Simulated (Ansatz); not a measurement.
## Strain response of PtSe$_{2}$

Level of theory: Ansatz 0.2.0, DFT r2SCAN, scalar-relativistic, plane waves, PAW. Run with 500 eV cutoff, 12×12×6 k-mesh, Gaussian smearing of 0.02 eV, no spin polarisation.

The relaxed crystal:

```
CELL_PARAMETERS angstrom
3.71748 0.00000 0.00000
-1.85874 3.21943 0.00000
0.00000 0.00000 5.82185
ATOMIC_POSITIONS crystal
Pt 0.00000 0.00000 0.00000
Se 0.66667 0.33333 0.77479
Se 0.33333 0.66667 0.22521
```

Deformation: biaxial strain in the a-b plane, with the length and tilt of c and the atoms relaxed, all within the symmetry that the strain leaves. Energies are extrapolated to zero smearing. Gaps are generalised Kohn–Sham gaps over the whole zone.

Spin-orbit coupling is left out, which matters for the bands and energies of heavy elements.

Task: Give the structure at -2.0 %.

Result:
```
CELL_PARAMETERS angstrom
3.64313 0.00000 0.00000
-1.82157 3.15505 0.00000
0.00000 0.00000 6.09560
ATOMIC_POSITIONS crystal
Pt 0.00000 0.00000 0.00000
Se 0.66667 0.33333 0.77822
Se 0.33333 0.66667 0.22178
```
Space group P-3m1 (164), 9.6 meV/atom over the relaxed crystal.